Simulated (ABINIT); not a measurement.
Runs of ABINIT 10.8.3 (patched build) on P. The cell holds a slab with vacuum, 4 atoms: a = 3.284 Å, b = 34.857 Å, c = 4.632 Å, α = 90.00°, β = 90.00°, γ = 90.00°. The slab is cut from a database's or a generator's crystal, which needn't be the stable form of the element.

```tsv
task	level	potentials or basis	k mesh	cutoff (eV)	smearing	stop of the response cycle (tolvrs)	q points	q points (reduced)	bands in the sums	broadening (eV)	gap on the mesh (eV)	largest force (eV/Å)
single point	LDA	PseudoDojo NC SR LDA v0.4.1 standard	6 × 1 × 4	490	fermi-dirac 0.05 eV	-	-	-	-	-	(a)	0.19
single point	PBEsol	PseudoDojo NC SR PBEsol v0.4.1 standard	6 × 1 × 4	599	fermi-dirac 0.05 eV	-	-	-	-	-	0.88	0.29
phonons at a zone-boundary q	LDA	PseudoDojo NC SR LDA v0.4.1 standard	6 × 2 × 4, shifted	490	fixed	1e-08	["Z"]	[[0.0, -0.5, 0.0]]	-	-	-	0.12
optical spectrum	LDA	PseudoDojo NC SR LDA v0.4.1 standard	8 × 2 × 8, shifted	490	fixed	-	-	-	18	0.05	-	(b)
```

Alike in all rows: no spin polarisation; cell as given.

Task: Estimate the missing entries.

Result: (a) 0.85; (b) 0.15.

Caveats: spectra need much finer meshes, so this one isn't converged (some runs).

A k mesh can miss the band edges.

Not every run made on this cell is shown here.
